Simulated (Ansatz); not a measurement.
# AlN (Fm-3m) in Ansatz: settings compared

The runs below take AlN through band structure, with PBE, LDA, PBEsol.

All numbers are computed with Ansatz 0.2.0; they aren't measurements. Logs are shortened: lines on timing, memory, paths and dates and some standing lists are left out, and cuts for length are marked.

## 1. The crystal as given

The structure is cubic, space group Fm-3m (No. 225). Conventional cell: a = 4.069 Å, b = 4.069 Å, c = 4.069 Å, α = 90.00°, β = 90.00°, γ = 90.00°. Al (site symmetry m-3m) is surrounded by 6 N at 2.03 Å. N (site symmetry m-3m) has 6 Al at 2.03 Å as nearest neighbours.

Measurements of this composition are mostly on another form, of space group No. 186.

## 2. Band structure, PBE

Contents of input.yaml:

```yaml
crystal:
  lattice:
    - [0.0, 2.034518, 2.034518]
    - [2.034518, 0.0, 2.034518]
    - [2.034518, 2.034518, 0.0]
  atoms:
    - { symbol: Al, position: [0.5, 0.5, 0.5] }
    - { symbol: "N", position: [0.0, 0.0, 0.0] }
hamiltonian:
  xc: pbe
  pseudopotentials: { kind: paw }
kpoints:
  mp_grid: { grid: [11, 11, 11] }
  band_path:
    path:
      - [[0.0, 0.0, 0.0], [0.5, 0.0, 0.5], [0.5, 0.25, 0.75], [0.375, 0.375, 0.75], [0.0, 0.0, 0.0], [0.5, 0.5, 0.5], [0.625, 0.25, 0.625], [0.5, 0.25, 0.75], [0.5, 0.5, 0.5], [0.375, 0.375, 0.75]]
      - [[0.625, 0.25, 0.625], [0.5, 0.0, 0.5]]
    npoints: 14
scf:
  occupations: { method: fermi_dirac, width: 0.05 }
  n_extra_bands: 6
output:
  forces: true
  stress: true
  eigenvalues: true
  fatbands: false
  write_density: true
  write_potential: true
  elf: true
  volumetric_format: npy
```

Potentials or basis: Ansatz PAW.

Started as:

```sh
$ ansatz run input.yaml --threads 2 --pin off --max-ram 5632MiB --backend cpu --events-out ev --progress --plain --runs-dir out
```

Output:

```text
Warning: RAYON_NUM_THREADS=2 ignored (pool sized by the plan → 2); use --threads N
scf.n_extra_bands = 6 over 4 filled bands (N_el = 8.0): the run solves 10 bands
Engine: ansatz 0.2.0, aarch64-unknown-linux-gnu
Pseudopotentials: kind: paw
Pseudopotential: Al, paw, valence charge 3, recommended cutoff 420 eV (normal), Al.paw.azcp
Pseudopotential: N, paw, valence charge 5, recommended cutoff 420 eV (normal), N.paw.azcp
Functional definition: PBE
  parameter kappa = 0.804
  parameter beta = 0.06672455060314922
  exchange = pbe_x(kappa = kappa, mu = beta*pi^2/3)
  correlation = pbe_c(beta = beta)
Crystal: 2 atoms, lattice volume = 16.843 Å³
Basis set: ecut = 420 eV, 331 PW (Γ), exchange–correlation on 40×40×40 points (8 copies of the dense FFT grid, shifted against one another)
Bands: 10, of which v1, the nominal top of the filled ones, is band 4 counted from 1 (3 counted from 0)
Symmetry: 48 space group operations
Space group: Fm-3m (ITA 225), of the structure as read, at distance tolerance 2.6e-5 Å
k-points: 56 of 1331
Non-local potential: Al, projectors of the file, l = 0: 2, l = 1: 2, l = 2: 1
Non-local potential: N, projectors of the file, l = 0: 2, l = 1: 2, l = 2: 1
PAW form: soft (Blöchl's): semilocal exchange-correlation on the pseudo side does not see the compensation charge
PAW one-centre angular grid: Al, 110 points (default); XC on 64 Gauss nodes
PAW one-centre angular grid: N, 110 points (default); XC on 64 Gauss nodes
Initial density: superposition of atomic densities (neutral atoms: chi_scale 0, normalization atom), corrected by the library's trained network
Initial wavefunctions: pseudopotential atomic-orbital guess
Functional: x = pbe(κ = 0.804, μ = 0.2195149727645171), c = pbe(β = 0.06672455060314922)
SCF iter   1: F=—  HF=-923.916580 eV  |F-HF|=—  |Δ(HF+E_count)|=         —  Δρ=1.24e-3  dr2=6.24e-5  ethr=1.77e-3  ⟨swp⟩=4.7  Hψ=3499  notcnv=0  defer=7
preconditioner: auto → none  [insulator: Δε(μ)=4.575 eV  Ē_g=19.173 eV  σ=0.050 eV  W_gap=1.00  n_scr=0 (ndim 8)  ℏωp=25.6 eV  f_vac=0.000  D(μ)=0.00/eV (n_scr^D=0)  ε∞_Penn≈2.8]
SCF iter   2: F=—  HF=-923.916672 eV  |F-HF|=—  |Δ(HF+E_count)|=   9.27e-5  Δρ=6.28e-4  dr2=1.96e-5  ethr=7.80e-7  ⟨swp⟩=2.0  Hψ=1236  notcnv=0  defer=32
SCF iter   3: F=—  HF=-923.916725 eV  |F-HF|=—  |Δ(HF+E_count)|=   5.26e-5  Δρ=1.08e-4  dr2=1.20e-6  ethr=2.45e-7  ⟨swp⟩=2.0  Hψ=699  notcnv=0  defer=32
SCF iter   4: F=—  HF=-923.916725 eV  |F-HF|=—  |Δ(HF+E_count)|=   2.72e-7  Δρ=3.36e-5  dr2=1.04e-7  ethr=1.50e-8  ⟨swp⟩=1.7  Hψ=580  notcnv=0  defer=32
iter 5 did not close the SCF: its close was put off for the readings that it lacked (scf_convergence_deferred on its scf_iter line)
SCF iter   5: F=-923.916725 eV  HF=-923.916725 eV  |F-HF|=6.64e-10  |Δ(HF+E_count)|=   2.03e-8  Δρ=2.67e-6  dr2=1.04e-9  ethr=1.30e-9  ⟨swp⟩=2.4  Hψ=653  notcnv=0  defer=32
SCF iter   6: F=-923.916725 eV  HF=-923.916725 eV  |F-HF|=6.15e-11  |Δ(HF+E_count)|=  1.04e-10  Δρ=8.61e-7  dr2=8.62e-11  ethr=1.30e-11  ⟨swp⟩=6.5  Hψ=2874  notcnv=0
SCF 1 converged in 6 iterations: F = -923.916725 eV  dr2 = 8.62e-11
NSCF: frozen V_eff on 142 k-points
SCF converged after 6 iterations
Free energy (F): -923.916725 eV
Harris-Foulkes:  -923.916725 eV  (|F-HF|=6.15e-11)
Internal energy: -923.916725 eV  (E = F + TS)
E sigma→0 (E₀):  -923.916725 eV
Fermi energy:    13.248996 eV
--- Per-component energies (eV) ---
  E_band       = 37.281638
  E_kinetic    = 162.063738
  E_local      = -171.068410  (includes V_loc(G=0)·N_el)
  E_nonlocal   = 54.105917
  E_hartree    = 62.305532
  E_xc         = -102.935667
  E_vxc        = -109.581939  (∫ρ·V_xc dr)
  E_paw        = -594.715997  (= ΣΔE_a)
  E_vpaw       = -22.848955  (= ΣTr[D̂ρ^β])
  E_aug_tail   = 0.000098  (compensation charges beyond the density's cutoff)
  E_ewald      = -333.671934
  E_smearing   = -0.000000  (= −TS)
  E_closure    = 0.000000  (closes the sum)
  Σ components = -923.916725   (vs F -923.916725, Δ=0.00e0)
--- Forces (eV/Å), atoms counted from 1 ---
  atom   1  Al     0.00000000    -0.00000000    -0.00000000
  atom   2  N     -0.00000000     0.00000000    -0.00000000
  max |Σ_I F_I| component: 3.94e-31 eV/Å
--- Stress (GPa, compression-positive) ---
        0.284210      -0.000000      -0.000000
       -0.000000       0.284210      -0.000000
        0.000000       0.000000       0.284210
  P = ⅓ Tr σ = 0.2842 GPa (2.842 kbar)
--- Band table (eV; the first three rows and the last of 56) ---
  k-point 0: bands = ["-6.4070", "10.9593", "10.9593", "10.9593", "16.3551", "23.0067", "23.0067", "23.0067", "28.1648", "28.4807"]
  k-point 1: bands = ["-6.2406", "10.0995", "10.8603", "10.8603", "16.9072", "22.2311", "23.2546", "23.2546", "27.0735", "27.0735"]
  k-point 2: bands = ["-5.7538", "8.2389", "10.6115", "10.6115", "17.6363", "21.5748", "23.5140", "23.5140", "26.2989", "26.2989"]
  k-point 55: bands = ["-2.1774", "5.1475", "5.4288", "7.4574", "18.6609", "20.9612", "22.1458", "23.3421", "29.2462", "30.3679"]
```

Wall time 0.7 s (2 threads of Arm Neoverse V2, shared host); peak memory 0.25 GiB.

What came out:

- Free energy: -923.9167 eV
- Pressure: 0.3 GPa
- Band gap on the k mesh: 4.58 eV, indirect (least direct gap 5.40 eV)
- Band gap along the path: 4.45 eV, indirect (least direct gap 5.40 eV)

Levels at the corners of the path, in eV from the valence-band top:
| point | band 1 | band 2 | band 3 | band 4 | band 5 | band 6 | band 7 | band 8 | band 9 |
| --- | --- | --- | --- | --- | --- | --- | --- | --- | --- |
| Γ | -17.37 | 0.00 | 0.00 | 0.00 | 5.40 | 12.05 | 12.05 | 12.05 | 17.21 |
| X | -13.24 | -7.24 | -2.75 | -2.75 | 4.45 | 5.32 | 13.83 | 16.96 | 16.96 |
| W | -13.09 | -5.59 | -5.59 | -3.86 | 7.91 | 10.60 | 10.60 | 12.05 | 18.98 |
| K | -13.22 | -6.40 | -5.37 | -2.25 | 5.75 | 9.13 | 12.61 | 14.47 | 15.99 |
| Γ | -17.37 | 0.00 | 0.00 | 0.00 | 5.40 | 12.05 | 12.05 | 12.05 | 17.21 |
| L | -14.19 | -8.18 | -1.05 | -1.05 | 6.02 | 10.87 | 10.87 | 13.02 | 15.82 |
| U | -13.22 | -6.40 | -5.37 | -2.25 | 5.75 | 9.13 | 12.61 | 14.47 | 15.99 |
| W | -13.09 | -5.59 | -5.59 | -3.86 | 7.91 | 10.60 | 10.60 | 12.05 | 18.98 |
| L | -14.19 | -8.18 | -1.05 | -1.05 | 6.02 | 10.87 | 10.87 | 13.02 | 15.82 |
| K | -13.22 | -6.40 | -5.37 | -2.25 | 5.75 | 9.13 | 12.61 | 14.47 | 15.99 |
| U | -13.22 | -6.40 | -5.37 | -2.25 | 5.75 | 9.13 | 12.61 | 14.47 | 15.99 |
| X | -13.24 | -7.24 | -2.75 | -2.75 | 4.45 | 5.32 | 13.83 | 16.96 | 16.96 |

Caveat: the k mesh misses the band edges, so the gap on the mesh is wider than the one along the path; the pressure holds a Pulay correction of +0.5 GPa for the finite cutoff. A hybrid or GW would open this gap; PBE tends to underestimate it.

## 3. Band structure, LDA

input.yaml: that of step 2 with these lines changed.

```diff
@@ -9,3 +9,3 @@
 hamiltonian:
-  xc: pbe
+  xc: lda
   pseudopotentials: { kind: paw }
@@ -26,5 +26 @@
   fatbands: false
-  write_density: true
-  write_potential: true
-  elf: true
-  volumetric_format: npy
```

Potentials or basis: Ansatz PAW.

Started as:

```sh
$ ansatz run input.yaml --threads 2 --pin off --max-ram 5632MiB --backend cpu --events-out ev --progress --plain --runs-dir out
```

Wall time 0.71 s (2 threads of Arm Neoverse V2, shared host); peak memory 0.24 GiB.

Results (log left out):

```
Free energy             : -889.6376 eV
Pressure                : -11.0 GPa
Band gap on the k mesh  : 4.42 eV, indirect (least direct gap 5.48 eV)
Band gap along the path : 4.29 eV, indirect (least direct gap 5.48 eV)
```

Levels at the corners of the path, in eV from the valence-band top:
```
point  band 2  band 3  band 4  band 5  band 6  band 7
    Γ    0.00    0.00    0.00    5.48   11.91   11.91
    X   -7.27   -2.76   -2.76    4.29    5.23   13.67
    W   -5.61   -5.61   -3.89    7.74   10.50   10.50
    K   -6.42   -5.40   -2.26    5.61    9.02   12.48
    Γ    0.00    0.00    0.00    5.48   11.91   11.91
    L   -8.22   -1.05   -1.05    6.02   10.68   10.68
    U   -6.42   -5.40   -2.26    5.61    9.02   12.48
    W   -5.61   -5.61   -3.89    7.74   10.50   10.50
    L   -8.22   -1.05   -1.05    6.02   10.68   10.68
    K   -6.42   -5.40   -2.26    5.61    9.02   12.48
    U   -6.42   -5.40   -2.26    5.61    9.02   12.48
    X   -7.27   -2.76   -2.76    4.29    5.23   13.67
```

Caveat: the k mesh misses the band edges, so the gap on the mesh is wider than the one along the path; the pressure holds a Pulay correction of +0.7 GPa for the finite cutoff; the PAW data sets come from PBE, with cores solved anew for the run's functional, which leaves a small shift of forces and pressure. A hybrid or GW would open this gap; LDA tends to underestimate it.

## 4. Band structure, PBEsol

input.yaml: that of step 3 with these lines changed.

```diff
@@ -9,3 +9,3 @@
 hamiltonian:
-  xc: lda
+  xc: pbesol
   pseudopotentials: { kind: paw }
```

Started as:

```sh
$ ansatz run input.yaml --threads 2 --pin off --max-ram 5632MiB --backend cpu --events-out ev --progress --plain --runs-dir out
```

Wall time 0.73 s (2 threads of Arm Neoverse V2, shared host); peak memory 0.24 GiB.

The run converged. Its results:

- Free energy: -905.7491 eV
- Pressure: -4.5 GPa
- Band gap on the k mesh: 4.51 eV, indirect (least direct gap 5.38 eV)
- Band gap along the path: 4.38 eV, indirect (least direct gap 5.38 eV)

Levels at the corners of the path, in eV from the valence-band top:
```
point  band 1  band 2  band 3  band 4  band 5  band 6  band 7  band 8
    Γ  -17.37    0.00    0.00    0.00    5.38   11.92   11.92   11.92
    X  -13.18   -7.31   -2.77   -2.77    4.38    5.17   13.74   16.86
    W  -13.02   -5.65   -5.65   -3.89    7.86   10.50   10.50   11.95
    K  -13.16   -6.46   -5.42   -2.27    5.65    9.04   12.52   14.37
    Γ  -17.37    0.00    0.00    0.00    5.38   11.92   11.92   11.92
    L  -14.14   -8.24   -1.06   -1.06    5.92   10.76   10.76   12.97
    U  -13.16   -6.46   -5.42   -2.27    5.65    9.04   12.52   14.37
    W  -13.02   -5.65   -5.65   -3.89    7.86   10.50   10.50   11.95
    L  -14.14   -8.24   -1.06   -1.06    5.92   10.76   10.76   12.97
    K  -13.16   -6.46   -5.42   -2.27    5.65    9.04   12.52   14.37
    U  -13.16   -6.46   -5.42   -2.27    5.65    9.04   12.52   14.37
    X  -13.18   -7.31   -2.77   -2.77    4.38    5.17   13.74   16.86
```

Caveat: the k mesh misses the band edges, so the gap on the mesh is wider than the one along the path; the pressure holds a Pulay correction of +0.6 GPa for the finite cutoff; the PAW data sets come from PBE, with cores solved anew for the run's functional, which leaves a small shift of forces and pressure. A hybrid or GW would open this gap; PBEsol tends to underestimate it.

## 5. Overview

```tsv
level	gap on the mesh (eV)	pressure (GPa)
PBE	4.58	0.3
LDA	4.42	-11.0
PBEsol	4.51	-4.5
```

Alike in all rows: task band structure; potentials or basis Ansatz PAW; no spin polarisation; cell as given; k mesh 11 × 11 × 11; cutoff (eV) 420; smearing fermi-dirac 0.05 eV.

On the cell as given the gap runs from 4.29 eV (LDA) to 4.45 eV (PBE). The pressure there spans -11.0 GPa (LDA) to 0.3 GPa (PBE); a positive pressure means that this level wants a larger cell, a negative one a smaller.

Caveats: the k mesh misses the band edges, so the gap on the mesh is wider than the one along the path; the PAW data sets come from PBE, with cores solved anew for the run's functional, which leaves a small shift of forces and pressure (some runs).

Total energies depend on the potentials used, so only differences within one code and one set of settings carry meaning.
